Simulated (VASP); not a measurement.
**MoS2: single point with PBEsol**

MoS2, a sheet with vacuum:

```
CELL_PARAMETERS angstrom
3.16100 0.00000 0.00000
-1.58050 2.73751 0.00000
0.00000 0.00000 21.13000
ATOMIC_POSITIONS crystal
S 0.66667 0.33333 0.42593
S 0.66667 0.33333 0.57407
Mo 0.33333 0.66667 0.50000
```

The cell was built by a generator and needn't be a form met in nature.

```
Program                : VASP 6.6.1
Task                   : single point
Functional             : PBEsol
Potentials or basis    : VASP PAW PBE potentials, release 64 (S, Mo_sv)
Cutoff                 : 520 eV
k mesh                 : 8 × 8 × 1
Occupations            : fermi-dirac, width 0.05 eV
Spin                   : no spin polarisation
Further INCAR settings : ALGO = Fast; EDIFF = 1e-06; NBANDS = 20
```

The largest force is 0.257 eV/Å. The band gap on the k mesh is 1.99 eV, indirect (least direct gap 2.07 eV).

Forces in eV/Å, atoms in the order of the input:
```
S    0.000  0.000  0.257
S    0.000  0.000 -0.257
Mo   0.000  0.000  0.000
```

Levels at points of the mesh, in eV from the valence-band top:
| k point | band 9 | band 10 | band 11 | band 12 | band 13 | band 14 | band 15 | band 16 | band 17 | band 18 |
| --- | --- | --- | --- | --- | --- | --- | --- | --- | --- | --- |
| (0.00, 0.00, 0.00) | -2.52 | -1.77 | -1.40 | -1.40 | 0.00 | 2.89 | 2.89 | 3.15 | 3.15 | 5.54 |
| (0.50, 0.00, 0.00) | -4.06 | -3.10 | -1.85 | -0.85 | -0.59 | 2.40 | 2.90 | 3.96 | 4.45 | 6.22 |

Run time: 86 s on 1 thread of Intel(R) Xeon(R) Platinum 8488C (Sapphire Rapids), with other jobs on the host, peak memory 0.29 GiB.

Caveat: the PAW data sets were made with another functional, which shifts forces and pressure a little. A hybrid or GW would open this gap; PBEsol tends to underestimate it.
